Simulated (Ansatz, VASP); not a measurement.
# Pt in VASP and in Ansatz

```xyz
1
Lattice="0.0000 1.9851 1.9851 1.9851 0.0000 1.9851 1.9851 1.9851 0.0000" Properties=species:S:1:pos:R:3 pbc="T T T"
Pt    0.0000    0.0000    0.0000
```

Alike in both runs: functional PBE; k mesh 18 × 18 × 18; occupations gaussian, width 0.1 eV; no spin polarisation.

Ansatz relaxed the structure, and its values are those at the end. VASP's run is a single point on that final structure, the one shown.

|  | VASP | Ansatz |
| --- | --- | --- |
| version | VASP 6.6.1 | Ansatz 0.2.0 |
| potentials or method | VASP PAW PBE potentials, release 64 (Pt) | scalar-relativistic, plane waves, PAW |
| plane-wave cutoff (eV) | 520 | 420 |
| valence electrons in the cell | 10 | 18 |

VASP gave:

```
gap on the k mesh at the Fermi level (eV) : none
pressure (GPa)                            : -0.5
```

Q: Which values does Ansatz return?

A: gap on the k mesh at the Fermi level (eV): none; pressure (GPa): 0.0.

A gap of «none» marks a metal or a gap that the smearing closes. The two sets of potentials don't hold the same shells in valence.

Spin-orbit coupling is left out, which matters for the levels of Pt.
